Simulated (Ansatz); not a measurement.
The cell is COD entry 9008472, as deposited and not checked against the literature; nothing was relaxed.

La: DFT, PBE, PAW with Ansatz's default frozen-core files, scalar-relativistic (Ansatz 0.2.0).

```yaml
crystal:
  lattice:
    - [0.0, 2.648, 2.648]
    - [2.648, 0.0, 2.648]
    - [2.648, 2.648, 0.0]
  atoms:
    - { symbol: La, position: [0.0, 0.0, 0.0] }
kpoints:
  mp_grid: { grid: [11, 11, 11] }
  band_path:
    path:
      - [0.0, 0.0, 0.0]
      - [0.5, 0.0, 0.5]
      - [0.625, 0.25, 0.625]
      - [0.375, 0.375, 0.75]
      - [0.0, 0.0, 0.0]
      - [0.5, 0.5, 0.5]
      - [0.5, 0.25, 0.75]
      - [0.5, 0.0, 0.5]
    npoints: 8
scf:
  occupations: { method: fermi_dirac, width: 0.05 }
hamiltonian:
  xc: pbe
  pseudopotentials: { kind: paw }
output:
  forces: true
  stress: true
  eigenvalues: true
  efg: { contact_densities: true }
  populations: true
  bader: true
  dos: { projected: true, de: 0.2, e_range: [-14, 8] }
```

Output:

```
La: projections on atomic orbitals take those of the free atom [Kr 4d10] 4f0 5s2 5p6 5d1 6s2, of charge +0.00 (hamiltonian.pseudopotentials.projection_atoms); the dataset's partial waves leave at most 1.9e-5 of an orbital's norm unspanned inside its sphere
La: output.efg is read without spin–orbit coupling, which moves field gradients at and beside such atoms by some per cent and up to a factor of two; PAW files take it under magnetization.noncollinear and magnetization.spin_orbit
Engine: ansatz 0.2.0
Pseudopotentials: kind: paw
Pseudopotential: La, paw, valence charge 11, recommended cutoff 420 eV (normal)
Functional definition: PBE
  parameter kappa = 0.804
  parameter beta = 0.06672455060314922
  exchange = pbe_x(kappa = kappa, mu = beta*pi^2/3)
  correlation = pbe_c(beta = beta)
Crystal: 1 atoms, lattice volume = 37.135 Å³
Basis set: ecut = 420 eV, 725 PW (Γ), exchange–correlation on 54×54×54 points (8 copies of the dense FFT grid, shifted against one another)
Bands: 10, of which v1, the nominal top of the filled ones, is band 6 counted from 1 (5 counted from 0)
Symmetry: 48 space group operations
Space group: Fm-3m (ITA 225), of the structure as read, at distance tolerance 3.3e-5 Å
k-points: 56 of 1331
Non-local potential: La, projectors of the file, l = 0: 3, l = 1: 2, l = 2: 2, l = 3: 3
PAW form: soft (Blöchl's): semilocal exchange-correlation on the pseudo side does not see the compensation charge
PAW one-centre angular grid: La, 590 points (default); XC on 64 Gauss nodes
Initial density: superposition of atomic densities (neutral atoms: chi_scale 0, normalization atom), corrected by the library's trained network
Initial wavefunctions: pseudopotential atomic-orbital guess
Functional: x = pbe(κ = 0.804, μ = 0.2195149727645171), c = pbe(β = 0.06672455060314922)
SCF iter   1: F=—  HF=-6250.101023 eV  |F-HF|=—  |Δ(HF+E_count)|=         —  Δρ=3.77e-3  dr2=7.28e-3  ethr=1.77e-3  ⟨swp⟩=4.2  Hψ=2746  notcnv=0
preconditioner: auto → none  [metal: Δε(μ)=0.085 eV  Ē_g=12.712 eV  σ=0.050 eV  W_gap=0.35  n_scr=8 (ndim 8)  ℏωp=18.3 eV  f_vac=0.000  D(μ)=1.87/eV (n_scr^D=14)  sad-step TF]
SCF iter   2: F=—  HF=-6250.100832 eV  |F-HF|=—  |Δ(HF+E_count)|=   1.92e-4  Δρ=2.52e-3  dr2=3.57e-3  ethr=6.62e-5  ⟨swp⟩=1.2  Hψ=1024  notcnv=0
SCF iter   3: F=—  HF=-6250.100455 eV  |F-HF|=—  |Δ(HF+E_count)|=   3.76e-4  Δρ=5.61e-4  dr2=1.41e-4  ethr=3.25e-5  ⟨swp⟩=1.9  Hψ=784  notcnv=0
SCF iter   4: F=—  HF=-6250.100406 eV  |F-HF|=—  |Δ(HF+E_count)|=   4.89e-5  Δρ=2.28e-4  dr2=5.98e-6  ethr=1.28e-6  ⟨swp⟩=2.6  Hψ=951  notcnv=0
SCF iter   5: F=—  HF=-6250.100406 eV  |F-HF|=—  |Δ(HF+E_count)|=   5.97e-7  Δρ=3.57e-5  dr2=2.41e-7  ethr=5.44e-8  ⟨swp⟩=2.6  Hψ=806  notcnv=0
SCF iter   6: F=-6250.100406 eV  HF=-6250.100406 eV  |F-HF|=2.34e-9  |Δ(HF+E_count)|=   2.88e-8  Δρ=1.18e-5  dr2=1.78e-8  ethr=9.09e-10  ⟨swp⟩=5.3  Hψ=2747  notcnv=0
SCF 1 converged in 6 iterations: F = -6250.100406 eV  dr2 = 1.78e-8
  greatest PAW one-centre occupation: 0.974 electrons in one spin orbital (limit 2), on the La atom at site 0 (counted from 0), in its partial waves of l = 0
NSCF: frozen V_eff on 57 k-points
SCF converged after 6 iterations
Free energy (F): -6250.100406 eV
Harris-Foulkes:  -6250.100406 eV  (|F-HF|=2.34e-9)
Internal energy: -6250.084974 eV  (E = F + TS)
E sigma→0 (E₀):  -6250.092690 eV
Entropy (-TS):   -0.015432 eV (-15.432 meV/atom)
Fermi energy:    11.013870 eV
--- Per-component energies (eV) ---
  E_band       = -45.250540
  E_kinetic    = 192.959140
  E_local      = -334.172279  (includes V_loc(G=0)·N_el)
  E_nonlocal   = 94.551019
  E_hartree    = 105.790658
  E_xc         = -139.253748
  E_vxc        = -147.473753  (∫ρ·V_xc dr)
  E_paw        = -5415.761595  (= ΣΔE_a)
  E_vpaw       = -62.694343  (= ΣTr[D̂ρ^β])
  E_aug_tail   = -0.000000  (compensation charges beyond the density's cutoff)
  E_ewald      = -754.198168
  E_smearing   = -0.015432  (= −TS)
  E_closure    = -0.000000  (closes the sum)
  Σ components = -6250.100406   (vs F -6250.100406, Δ=0.00e0)
--- Forces (eV/Å), atoms counted from 1 ---
  atom   1  La     0.00000000     0.00000000     0.00000000
  max |Σ_I F_I| component: 6.16e-32 eV/Å
--- Stress (GPa, compression-positive) ---
       -0.126001      -0.000000      -0.000000
       -0.000000      -0.126001      -0.000000
       -0.000000      -0.000000      -0.126001
  P = ⅓ Tr σ = -0.1260 GPa (-1.260 kbar)
--- PAW observables at the nuclei: V_zz in 10²¹ V/m², potentials from the cell's mean, atoms counted from 1 ---
  atom   1  La V_zz =    -0.000000   η = 0.0000   by run symmetry: forbidden
            electrostatic potential = -9875.970389 V   contact ρ = 2247121.582038 e/Å³
--- Band table (eV; the first three rows and the last of 56) ---
  k-point 0: bands = ["-21.8246", "-4.7866", "-4.7866", "-4.7866", "7.8247", "12.2562", "12.5248", "12.5248", "12.5248", "12.7421"]
  k-point 1: bands = ["-21.8095", "-4.9114", "-4.8011", "-4.8011", "8.0713", "11.8850", "12.5396", "12.5396", "12.6753", "12.7485"]
  k-point 2: bands = ["-21.7686", "-5.2310", "-4.8397", "-4.8397", "8.6822", "11.5229", "12.5444", "12.5444", "12.6005", "12.7607"]
  k-point 55: bands = ["-21.5659", "-5.7439", "-5.6711", "-5.2792", "10.2091", "11.1834", "11.7371", "12.3562", "12.8637", "12.8725"]
--- Löwdin populations: 1 site ---
  site symbol       q [e]
     0     La     10.9860
  spilling = 0.001271 (of n_electrons = 11.000000)
--- Bader charges: 1 site ---
  site symbol  charge [e]  shift [e]
     0     La      0.0000     0.0000
  estimated error of the sums over rays = 4.1e-7 e
```

populations.tsv:

```
# site	symbol	l	j	q
# orbitals = lowdin
# n_electrons = 11.000000
# spilling = 0.001271
# projection_atom_La: [Kr 4d10] 4f0 5s2 5p6 5d1 6s2
0	La	0_5S	-	1.923105
0	La	0_6S	-	0.633567
0	La	1_5P	-	5.888439
0	La	2_5D	-	2.415196
0	La	3_4F	-	0.125714
```

bader_charges.tsv:

```
# site	symbol	x_ang	y_ang	z_ang	partial_charge_e	electrons	volume_ang3	relative_density_drop	shared_charge_e	partial_wave_shift_e
# quadrature_error_electrons = 4.1e-7
0	La	0.0000	0.0000	0.0000	0.00000	57.00000	37.14	-	0.00000	0.00000
```
